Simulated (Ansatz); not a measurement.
**KBr: frozen-core PAW against all-electron methods**

```xyz
2
Lattice="0.0000 3.2925 3.2925 3.2925 0.0000 3.2925 3.2925 3.2925 0.0000" Properties=species:S:1:pos:R:3 pbc="T T T"
K     0.0000    0.0000    0.0000
Br    3.2925    3.2925    3.2925
```

Atom numbers follow the list: K1, Br2.

The conventional cell has a = 6.585 Å, b = 6.585 Å, c = 6.585 Å, α = 90.00°, β = 90.00°, γ = 90.00°. K (atom 1) is surrounded by 6 Br at 3.29 Å. Br (atom 2) is surrounded by 6 K at 3.29 Å.

The cell is COD entry 1010046, as deposited and not checked against the literature; nothing was relaxed. It is an old determination, and later ones may differ.

Methods: DFT, PBE, PAW with Ansatz's default frozen-core files, scalar-relativistic (Ansatz 0.2.0); DFT, PBE, all-electron PAW with datasets made for the crystal, scalar-relativistic (Ansatz 0.2.0); DFT, PBE, all-electron LAPW, scalar-relativistic (Ansatz 0.2.0).

For PAW: a Γ-centred 7×7×7 k mesh, Fermi–Dirac smearing of 0.01 eV, cutoff 420 eV, no spin polarisation. The crystal-made all-electron datasets (AE datasets) take a cutoff of 200 eV at this cell. LAPW targets a basis error of 0.25 meV/atom. The Ansatz runs share mesh, smearing and spin set-up. Plane-wave (PAW) pressures include the program's estimate of the Pulay term.

Stress and pressure are positive in compression.

Levels count from the top of the valence band.

```json
{"quantity": "pressure (GPa)", "PAW": "0.83", "AE datasets": "0.83", "LAPW": "0.83"}
{"quantity": "band gap (eV)", "PAW": "4.454", "AE datasets": "4.454", "LAPW": "4.454"}
{"quantity": "highest filled level at U (eV)", "PAW": "-0.335", "AE datasets": "-0.334", "LAPW": "-0.334"}
{"quantity": "lowest empty level at U (eV)", "PAW": "6.592", "AE datasets": "6.594", "LAPW": "6.594"}
{"quantity": "highest filled level at Γ (eV)", "PAW": "0.000", "AE datasets": "0.000", "LAPW": "0.000"}
{"quantity": "lowest empty level at Γ (eV)", "PAW": "4.454", "AE datasets": "4.454", "LAPW": "4.454"}
{"quantity": "highest filled level at W (eV)", "PAW": "-0.544", "AE datasets": "-0.544", "LAPW": "-0.544"}
{"quantity": "lowest empty level at W (eV)", "PAW": "7.394", "AE datasets": "7.395", "LAPW": "7.395"}
```

PAW's pressure differs from the LAPW value by about 0.01 GPa or less.
